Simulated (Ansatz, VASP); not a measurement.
**Two plane-wave programs on PbS**

```
Pb S
1.0
     2.07995   -5.99130    0.00000
     2.07995    5.99130    0.00000
     0.00000    0.00000    4.27932
Pb S
2 2
Direct
  0.86944 0.13056 0.75000
  0.13056 0.86944 0.25000
  0.64520 0.35480 0.75000
  0.35480 0.64520 0.25000
```

Measurements of this composition are mostly on another form, of space group No. 225.

Alike in both runs: task single point; functional PBEsol; k mesh 4 × 4 × 4; no spin polarisation.

|  | VASP | Ansatz |
| --- | --- | --- |
| version | VASP 6.6.1 | Ansatz 0.2.0 |
| potentials or method | VASP PAW PBE potentials, release 64 (Pb_d, S) | plane waves, PAW |
| plane-wave cutoff (eV) | 520 | 420 |
| occupations | gaussian, width 0.01 eV | fixed |
| valence electrons in the cell | 40 | 40 |

|  | VASP | Ansatz | Ansatz less VASP |
| --- | --- | --- | --- |
| gap on the k mesh at the Fermi level (eV) | 1.22 | 1.22 | 0.000 |

Caveats: spin-orbit coupling is left out, which as a rule narrows the gap of such compounds by several tenths of an eV. A k mesh can miss the band edges.
